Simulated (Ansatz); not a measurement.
Crystal: Bi2Te2Se.

```xyz
5
Lattice="2.1610 1.2476 10.5856 -2.1610 1.2476 10.5856 0.0000 -2.4953 10.5856" Properties=species:S:1:pos:R:3 pbc="T T T"
Bi    0.0000    0.0000   12.4398
Bi    0.0000    0.0000   19.3169
Te    0.0000    0.0000   24.7831
Te    0.0000    0.0000    6.9736
Se    0.0000    0.0000    0.0000
```

The cell is a database's computed one.

Base run:

| Quantity | Value |
| --- | --- |
| Program | Ansatz 0.2.0 |
| Functional | LDA |
| Potentials or basis | Ansatz PAW |
| Cutoff | 420 eV (not typed: the program's choice for these potentials) |
| k mesh | 7 × 7 × 7 |
| Occupations | fermi-dirac, width 0.05 eV |
| Spin | no spin polarisation |

Its results: band gap on the k mesh 0.37 eV, direct; pressure -2.6 GPa; largest force 0.138 eV/Å.

The run is repeated on the same cell with these changes: functional from LDA to PBEsol. What comes out?

Band gap on the k mesh 0.41 eV, direct; pressure -1.5 GPa; largest force 0.050 eV/Å.

PBEsol binds less tightly than LDA, so the same cell stands under more pressure.

Caveats: spin-orbit coupling is left out, which as a rule narrows the gap of such compounds by several tenths of an eV; the PAW data sets come from PBE, with cores solved anew for the run's functional, which leaves a small shift of forces and pressure.
